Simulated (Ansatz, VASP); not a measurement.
# Cu in VASP and in Ansatz

File INCAR:

```
  PREC = Accurate
  ENCUT = 520
  EDIFF = 1E-6
  ISMEAR = 0
  SIGMA = 0.15
  LREAL = F
  LASPH = T
  NELM = 80
  ALGO = Normal
  ISIF = 2
  LWAVE = F
  LCHARG = T
  GGA = PS
  LELF = T
  LVHAR = T
  NBANDS = 12
```

Contents of KPOINTS:

```
regular mesh
0
Gamma
  22 22 22
```

The input POSCAR:

```
Cu
1.0
    0.0000000000      1.6629000000      1.8075000000
    1.6629000000      0.0000000000      1.8075000000
    1.6629000000      1.6629000000      0.0000000000
Cu
1
Direct
    0.0000000000      0.0000000000      0.0000000000
```

Input for Ansatz:

```yaml
crystal:
  lattice:
    - [0.0, 1.6629, 1.8075]
    - [1.6629, 0.0, 1.8075]
    - [1.6629, 1.6629, 0.0]
  atoms:
    - { symbol: Cu, position: [0.0, 0.0, 0.0] }
basis:
  ecutwfc: 420
kpoints:
  mp_grid: { grid: [22, 22, 22] }
hamiltonian:
  xc: pbesol
scf:
  occupations: { method: gaussian, width: 0.15 }
output:
  forces: true
  stress: true
  eigenvalues: true
```

Change from the starting cell: strain -0.080 along x and y, +0.000 along z, atoms carried along.

Alike in both runs: task single point; functional PBEsol; k mesh 22 × 22 × 22; occupations gaussian, width 0.15 eV; no spin polarisation.

```csv
,VASP,Ansatz
version,VASP 6.6.1,Ansatz 0.2.0
potentials or method,"VASP PAW PBE potentials, release 64 (Cu)","scalar-relativistic, plane waves, PAW"
plane-wave cutoff (eV),520,420
valence electrons in the cell,11,19
```

Ansatz gave:

```
gap on the k mesh at the Fermi level (eV)       : none
pressure (GPa)                                  : 28.8
largest component of the traceless stress (GPa) : 6.75
```

**Question.** What did VASP give for the same quantities?

**Answer.** gap on the k mesh at the Fermi level (eV): none; pressure (GPa): 29.6; largest component of the traceless stress (GPa): 6.80.

A gap of «none» marks a metal or a gap that the smearing closes. The functional is the same, so the differences come from potentials, cutoffs and numerics. The two sets of potentials don't hold the same shells in valence.

Caveats: so large a pressure means that the cell lies far from this level's equilibrium, or that cutoff or potentials fall short (VASP); the potentials were made for another functional, which shifts forces and pressure (VASP).
